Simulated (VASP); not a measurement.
Here is a VASP 6.6.1 calculation.

POSCAR

```
MgSe
1.0
    0.0000000000      2.6802820178      2.6802820178
    2.6802820178      0.0000000000      2.6802820178
    2.6802820178      2.6802820178      0.0000000000
Mg Se
1 1
Direct
    0.0000000000      0.0000000000      0.0000000000
    0.5000000000      0.5000000000      0.5000000000
```

File INCAR.step1:

```
SYSTEM = MgSe
PREC     = Accurate       ! precision mode
ENCUT    = 520            ! plane-wave cutoff, eV
ISMEAR   = 0              ! smearing method
SIGMA    = 0.02           ! smearing width, eV
LREAL    = .False.        ! projectors in reciprocal space
LASPH    = .True.         ! aspherical terms in the spheres
NELM     = 80             ! most SCF steps
NBANDS   = 11             ! bands
GGA      = PE             ! functional
ALGO     = Normal         ! electronic algorithm
EDIFF    = 1E-4           ! SCF threshold, eV
LWAVE    = .True.         ! write WAVECAR
LCHARG   = .False.        ! write CHGCAR
```

File INCAR.step2:

```
SYSTEM = MgSe
PREC     = Accurate       ! precision mode
ENCUT    = 520            ! plane-wave cutoff, eV
EDIFF    = 1E-7           ! SCF threshold, eV
ISMEAR   = 0              ! smearing method
SIGMA    = 0.02           ! smearing width, eV
LREAL    = .False.        ! projectors in reciprocal space
LASPH    = .True.         ! aspherical terms in the spheres
NELM     = 80             ! most SCF steps
ALGO     = Normal         ! electronic algorithm
ISIF     = 2              ! what is computed and relaxed
LWAVE    = .False.        ! write WAVECAR
LCHARG   = .True.         ! write CHGCAR
METAGGA  = R2SCAN         ! meta-GGA
LMIXTAU  = .True.       
LELF     = .True.         ! ELF
LVHAR    = .True.       
NBANDS   = 11             ! bands
ISTART   = 1
```

File KPOINTS:

```
regular mesh
0
Gamma
  8 8 8
  0 0 0
```

Potentials or basis: VASP PAW PBE potentials, release 64 (Mg, Se).

Run with:

```sh
$ cat potpaw_PBE.64/Mg/POTCAR potpaw_PBE.64/Se/POTCAR > POTCAR
$ cp INCAR.step1 INCAR
$ mpirun -np 1 vasp_std > vasp.out
$ cp INCAR.step2 INCAR
$ mpirun -np 1 vasp_std > vasp.out
```

**Question.** Estimate the band gap on the k mesh.

**Answer.** 2.55 eV, indirect (least direct gap 3.87 eV).

**Question.** What does it give for the pressure?

**Answer.** 4.3 GPa.

Caveat: the PAW data sets were made with another functional, which shifts forces and pressure a little. r2SCAN opens gaps a little over a GGA but as a rule still falls short of measured ones.
